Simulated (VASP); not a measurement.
# GaP (F-43m) in VASP: notebook

One crystal, GaP, is run at these levels: PBE; tasks: relaxation of the atoms.

All numbers are computed with VASP 6.6.1; they aren't measurements. Logs are shortened: lines on timing, memory, paths and dates and some standing lists are left out, and cuts for length are marked.

**1. Starting point**

The structure is cubic, space group F-43m (No. 216). Conventional cell: a = 5.539 Å, b = 5.539 Å, c = 5.539 Å, α = 90.00°, β = 90.00°, γ = 90.00°. Ga (site symmetry -43m) is surrounded by 4 P at 2.40 Å. Around P (site symmetry -43m) lie 4 Ga at 2.40 Å.

**2. Relaxation of the atoms, PBE (a relaxed cell with its volume scaled by 0.96)**

The input, INCAR:

```
ALGO = Normal
EDIFF = 1E-7
EDIFFG = -0.01
ENCUT = 300
GGA = PE
IBRION = 2
ISIF = 2
ISMEAR = 0
LASPH = True
LCHARG = False
LREAL = False
LWAVE = False
NELM = 80
NSW = 40
PREC = Accurate
SIGMA = 0.03
```

The input, KPOINTS:

```
k-points
0
Gamma
  4 4 4
```

The input, POSCAR:

```
GaP                                     
1.0
    0.0000000000      2.7321478656      2.7321478656
    2.7321478656      0.0000000000      2.7321478656
    2.7321478656      2.7321478656      0.0000000000
  Ga              P             
     1     1
Direct
     0.0000000000000000    0.0000000000000000    0.0000000000000000
     0.2500000000000000    0.2500000000000000    0.2500000000000000
```

Potentials or basis: VASP PAW PBE potentials, release 64 (Ga, P).

Launch:

```bash
> cat potpaw_PBE.64/Ga/POTCAR potpaw_PBE.64/P/POTCAR > POTCAR
> mpirun -np 1 vasp_std > vasp.out
```

OUTCAR:

```text
EDIFF = 1E-7
   EDIFFG = -0.01
   ENCUT = 300
   GGA = PE
   IBRION = 2
   ISIF = 2
   ISMEAR = 0
   LASPH = True
   LREAL = False
   NELM = 80
   NSW = 40
   PREC = Accurate

 ion  position               nearest neighbor table
   1  0.000  0.000  0.000-   2 2.37   2 2.37   2 2.37   2 2.37
   2  0.250  0.250  0.250-   1 2.37   1 2.37   1 2.37   1 2.37

  LATTYP: Found a face centered cubic cell.
 ALAT       =     5.4642957312

  Lattice vectors:

 A1 = (   0.0000000000,   2.7321478656,   2.7321478656)
 A2 = (   2.7321478656,   0.0000000000,   2.7321478656)
 A3 = (   2.7321478656,   2.7321478656,   0.0000000000)

Analysis of symmetry for initial positions (statically):
=====================================================================
 Subroutine PRICEL returns:
 Original cell was already a primitive cell.

 Routine SETGRP: Setting up the symmetry group for a
 face centered cubic supercell.

 Subroutine GETGRP returns: Found 24 space group operations
 (whereof 24 operations were pure point group operations)
 out of a pool of 48 trial point group operations.

The static configuration has the point symmetry T_d .

Analysis of symmetry for dynamics (positions and initial velocities):
=====================================================================
 Subroutine PRICEL returns:
 Original cell was already a primitive cell.

 Routine SETGRP: Setting up the symmetry group for a
 face centered cubic supercell.

 Subroutine GETGRP returns: Found 24 space group operations
 (whereof 24 operations were pure point group operations)
 out of a pool of 48 trial point group operations.

The dynamic configuration has the point symmetry T_d .

 Subroutine INISYM returns: Found 24 space group operations
 (whereof 24 operations are pure point group operations),
 and found     1 'primitive' translations

----------------------------------------------------------------------------------------

                                     Primitive cell

  volume of cell :      40.7890

  direct lattice vectors                    reciprocal lattice vectors
     0.000000000  2.732147866  2.732147866    -0.183006200  0.183006200  0.183006200
     2.732147866  0.000000000  2.732147866     0.183006200 -0.183006200  0.183006200
     2.732147866  2.732147866  0.000000000     0.183006200  0.183006200 -0.183006200

  length of vectors
     3.863840566  3.863840566  3.863840566     0.316976037  0.316976037  0.316976037

  position of ions in fractional coordinates (direct lattice)
     0.000000000  0.000000000  0.000000000
     0.250000000  0.250000000  0.250000000

  ion indices of the primitive-cell ions
   primitive index   ion index
                 1           1
                 2           2

----------------------------------------------------------------------------------------

 KPOINTS: k-points

Automatic generation of k-mesh.
 Grid dimensions read from file:
 generate k-points for:    4    4    4

 Generating k-lattice:

  Cartesian coordinates                     Fractional coordinates (reciprocal lattice)
    -0.045751550  0.045751550  0.045751550     0.250000000  0.000000000  0.000000000
     0.045751550 -0.045751550  0.045751550     0.000000000  0.250000000  0.000000000
     0.045751550  0.045751550 -0.045751550     0.000000000  0.000000000  0.250000000

  Length of vectors
     0.079244009  0.079244009  0.079244009

  Shift w.r.t. Gamma in fractional coordinates (k-lattice)
     0.000000000  0.000000000  0.000000000

 Subroutine IBZKPT returns following result:
 ===========================================

 Found      8 irreducible k-points:

 Following reciprocal coordinates:
            Coordinates               Weight
  0.000000  0.000000  0.000000      1.000000
  0.250000  0.000000  0.000000      8.000000
  0.500000  0.000000  0.000000      4.000000
  0.250000  0.250000  0.000000      6.000000
  0.500000  0.250000  0.000000     24.000000
 -0.250000  0.250000  0.000000     12.000000
  0.500000  0.500000  0.000000      3.000000
 -0.250000  0.500000  0.250000      6.000000
   k-points           NKPTS =      8   k-points in BZ     NKDIM =      8   number of bands    NBANDS=      8
   number of dos      NEDOS =    301   number of ions     NIONS =      2
   total plane-waves  NPLWV =  13824
   dimension x,y,z NGX =    24 NGY =   24 NGZ =   24
   dimension x,y,z NGXF=    48 NGYF=   48 NGZF=   48
   ions per type =               1   1
   NGX,Y,Z   is equivalent  to a cutoff of  10.33, 10.33, 10.33 a.u.
   NGXF,Y,Z  is equivalent  to a cutoff of  20.65, 20.65, 20.65 a.u.
 SYSTEM =  unknown system
   PREC   = accura    normal or accurate (medium, high low for compatibility)
   ISTART =      0    job   : 0-new  1-cont  2-samecut
   ICHARG =      2    charge: 1-file 2-atom 10-const
   ISPIN  =      1    spin polarized calculation?
   LNONCOLLINEAR =      F non collinear calculations
   LSORBIT =      F    spin-orbit coupling
   LASPH  =      T    aspherical Exc in radial PAW
   ENCUT  =  300.0 eV  22.05 Ry    4.70 a.u.   5.46  5.46  5.46*2*pi/ulx,y,z
   NELM   =     80;   NELMIN=  2; NELMDL= -5     # of ELM steps
   EDIFF  = 0.1E-06   stopping-criterion for ELM
   LREAL  =      F    real-space projection
   EDIFFG = -.1E-01   stopping-criterion for IOM
   NSW    =     40    number of steps for IOM
   IBRION =      2    ionic relax: 0-MD 1-quasi-New 2-CG
   NFREE  =      1    steps in history (QN), initial steepest desc. (CG)
   ISIF   =      2    stress and relaxation
   ISYM   =      2    0-nonsym 1-usesym 2-fastsym
   POTIM  = 0.5000    time-step for ionic-motion
   TEBEG  =    0.0;   TEEND  =   0.0 temperature during run
   PSTRESS=    0.0 pullay stress
   NELECT =       8.0000    total number of electrons
   NUPDOWN=      -1.0000    fix difference up-down
   EMIN   =  10.00;   EMAX   =-10.00  energy-range for DOS
   EFERMI =   0.00;   METHOD = LEGACY
   ISMEAR =     0;   SIGMA  =   0.03  broadening in eV -4-tet -1-fermi 0-gaus
   EFERMI_NEDOS =   21; number of points for ismear=-14 and -15
   IALGO  =     38    algorithm
   IMIX   =      4    mixing-type and parameters
     AMIX     =   0.40;   BMIX     =  1.00
     AMIX_MAG =   1.60;   BMIX_MAG =  1.00
  volume/ion in A,a.u.               =      20.39       137.63
  Fermi-wavevector in a.u.,A,eV,Ry     =   0.951168  1.797447 12.309474  0.904721
  Thomas-Fermi vector in A             =   2.079613
   LORBIT       =      0    0 simple, 1 ext, 2 COOP (PROOUT), +10 PAW based schemes
   GGA     = PE    functional components
   LHFCALC =     F    Hartree Fock is set to
   AEXX    =    0.0000 exact exchange contribution
   IVDW    =     0    specifies the selected vdW correction
   LEPSILON=     F    determine dielectric tensor
   LRPA    =     F    only Hartree local field effects (RPA)
 conjugate gradient relaxation of ions
 non-spin polarized calculation
 Gauss-broadening in eV      SIGMA  =   0.03
  energy-cutoff  :      300.00
  volume of cell :       40.79
 maximum number of plane-waves:       531
 NGX is ok and might be reduce to    24
   NGX = 11   NGY = 11   NGZ = 11

 number of electron       8.0000002 magnetization

 Free energy of the ion-electron system (eV)
  ---------------------------------------------------
  ext. energy  EPLUGINS =         0.00000000
  ---------------------------------------------------
  free energy    TOTEN  =        -8.94947591 eV

  energy without entropy =       -8.94947591  energy(sigma->0) =       -8.94947591

 E-fermi :   3.5024     XC(G=0):  -9.3286

 val. band max:        3.3107335654   @ k =   0.0000   0.0000   0.0000
 cond. band min:       4.9674324645   @ k =   0.5000   0.5000   0.0000
 fundamental gap:      1.6566988991
 Fermi energy:         3.5024486502

 k-point     1 :       0.0000    0.0000    0.0000
  band No.  band energies     occupation
      1      -9.1034      2.00000
      2       3.3107      2.00000
      3       3.3107      2.00000
      4       3.3107      2.00000
      5       5.1307      0.00000
      6       7.2190      0.00000
      7       7.2190      0.00000
      8       7.2190      0.00000

 k-point     2 :       0.2500    0.0000    0.0000
  band No.  band energies     occupation
      1      -8.3841      2.00000
      2      -0.5577      2.00000
      3       2.6566      2.00000
      4       2.6566      2.00000
      5       5.4773      0.00000
      6       8.0728      0.00000
      7       8.0728      0.00000
      8       9.6569      0.00000

 k-point     3 :       0.5000    0.0000    0.0000
  band No.  band energies     occupation
      1      -7.1878      2.00000
      2      -3.2593      2.00000
      3       2.2079      2.00000
      4       2.2079      2.00000
      5       4.9942      0.00000
      6       8.0460      0.00000
      7       8.0460      0.00000
      8      11.5786      0.00000

 k-point     4 :       0.2500    0.2500    0.0000
  band No.  band energies     occupation
      1      -8.1318      2.00000
      2      -0.3679      2.00000
      3       1.6451      2.00000
      4       1.6451      2.00000
      5       5.5131      0.00000
      6       7.0370      0.00000
      7      10.0757      0.00000
      8      10.0757      0.00000

 k-point     5 :       0.5000    0.2500    0.0000
  band No.  band energies     occupation
      1      -6.8640      2.00000
      2      -2.7774      2.00000
      3       0.1020      2.00000
      4       1.3030      2.00000
      5       5.7853      0.00000
      6       8.2456      0.00000
      7       9.9162      0.00000
      8      10.3875      0.00000

 k-point     6 :      -0.2500    0.2500    0.0000
  band No.  band energies     occupation
      1      -7.3456      2.00000
      2      -2.0745      2.00000
      3      -0.0563      2.00000
      4       2.1236      2.00000
      5       6.4901      0.00000
      6       9.0214      0.00000
      7       9.1706      0.00000
      8       9.6020      0.00000

 k-point     7 :       0.5000    0.5000    0.0000
  band No.  band energies     occupation
      1      -6.3092      2.00000
      2      -3.3919      2.00000
      3       0.6620      2.00000
      4       0.6620      2.00000
      5       4.9674      0.00000
      6       5.1537      0.00000
      7      13.8947      0.00000
      8      13.8947      0.00000

 k-point     8 :      -0.2500    0.5000    0.2500
  band No.  band energies     occupation
      1      -6.2394      2.00000
      2      -3.1712      2.00000
      3      -0.2471      2.00000
      4      -0.0652      2.00000
      5       8.0237      0.00000
      6       8.1830      0.00000
      7       9.4148      0.00000
      8       9.4938      0.00000

------------------------ aborting loop because EDIFF is reached ----------------------------------------

  FORCE on cell =-STRESS in cart. coord.  units (eV):
  Direction    XX          YY          ZZ          XY          YZ          ZX
  --------------------------------------------------------------------------------------
  -------------------------------------------------------------------------------------
  Total        0.9150233      0.9150233      0.9150233      0.0000000     -0.0000000     -0.0000000
  in kB       35.9418259     35.9418259     35.9418259      0.0000000     -0.0000000     -0.0000000
  external PRESSURE =      35.9418259 kB  Pullay stress =       0.0000000 kB

 VOLUME and BASIS-vectors are now :
 -----------------------------------------------------------------------------
  energy-cutoff  :      300.00
  volume of cell :       40.79
      direct lattice vectors                 reciprocal lattice vectors
     0.000000000  2.732147866  2.732147866    -0.183006200  0.183006200  0.183006200
     2.732147866  0.000000000  2.732147866     0.183006200 -0.183006200  0.183006200
     2.732147866  2.732147866  0.000000000     0.183006200  0.183006200 -0.183006200

 POSITION                                       TOTAL-FORCE (eV/Angst)
 -----------------------------------------------------------------------------------
      0.00000      0.00000      0.00000         0.000000      0.000000      0.000000
      1.36607      1.36607      1.36607        -0.000000     -0.000000     -0.000000
 -----------------------------------------------------------------------------------
    total drift:                               -0.000000     -0.000000      0.000000

  FREE ENERGIE OF THE ION-ELECTRON SYSTEM (eV)
  ---------------------------------------------------
  free  energy   TOTEN  =        -8.9494759087 eV

  energy  without entropy=       -8.9494759087  energy(sigma->0) =       -8.94947591

 reached required accuracy - stopping structural energy minimisation
```

Run time: 2 s. Hardware: 1 thread of Intel Xeon 6975P-C (Granite Rapids), shared host; peak memory 0.13 GiB.

Results:

```yaml
Free_energy: -8.9495 eV
Pressure_after_relaxing: 3.6 GPa
Band_gap_on_the_k_mesh: 1.66 eV, indirect (least direct gap 1.82 eV)
```

Final structure:
```
Ga P
1.0
     0.00000    2.73215    2.73215
     2.73215    0.00000    2.73215
     2.73215    2.73215    0.00000
Ga P
1 1
Cartesian
  0.0000 0.0000 0.0000
  1.3661 1.3661 1.3661
```

Caveat: the k mesh is coarse (spacing up to 0.50 Å⁻¹), so the values aren't converged; the cutoff is under 1.25 times the usual one of these potentials, so pressure, stress and relaxed cells hold a basis-set (Pulay) error; the relaxation stopped at its first step, so nothing moved.

(Part 1 of 2 ends here.)
